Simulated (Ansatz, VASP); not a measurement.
## Two plane-wave programs on Nb

INCAR

```
ALGO = Normal
EDIFF = 1E-7
ENCUT = 520
GGA = PS
ISIF = 2
ISMEAR = 0
LASPH = T
LCHARG = F
LREAL = F
LWAVE = F
NBANDS = 12
NELM = 60
PREC = Accurate
SIGMA = 0.1
```

The input KPOINTS:

```
k-points
0
Gamma
  8 8 8
```

The input POSCAR:

```
Nb
1.0
   -1.6639500000      1.6639500000      1.6639500000
    1.6639500000     -1.6639500000      1.6639500000
    1.6639500000      1.6639500000     -1.6639500000
Nb
1
Direct
    0.0000000000      0.0000000000      0.0000000000
```

Input for Ansatz:

```yaml
crystal:
  lattice:
    - [-1.66395, 1.66395, 1.66395]
    - [1.66395, -1.66395, 1.66395]
    - [1.66395, 1.66395, -1.66395]
  atoms:
    - { symbol: Nb, position: [0.0, 0.0, 0.0] }
basis:
  ecutwfc: 420
kpoints:
  mp_grid: { grid: [8, 8, 8] }
hamiltonian:
  xc: pbesol
scf:
  occupations: { method: gaussian, width: 0.1 }
output:
  forces: true
  stress: true
  eigenvalues: true
```

Alike in both runs: task single point; functional PBEsol; k mesh 8 × 8 × 8; occupations gaussian, width 0.1 eV; no spin polarisation.

|  | VASP | Ansatz |
| --- | --- | --- |
| version | VASP 6.6.1 | Ansatz 0.2.0 |
| potentials or method | VASP PAW PBE potentials, release 64 (Nb_sv) | scalar-relativistic, plane waves, PAW |
| plane-wave cutoff (eV) | 520 | 420 |
| valence electrons in the cell | 13 | 13 |

Ansatz gave:

| Item | Value |
| --- | --- |
| gap on the k mesh at the Fermi level (eV) | none |
| pressure (GPa) | -8.1 |

Question: What did VASP give for the same quantities?

Answer: gap on the k mesh at the Fermi level (eV): none; pressure (GPa): -8.4.

A gap of «none» marks a metal or a gap that the smearing closes.

Caveats: the PAW data sets were made with another functional, which shifts forces and pressure a little (VASP).
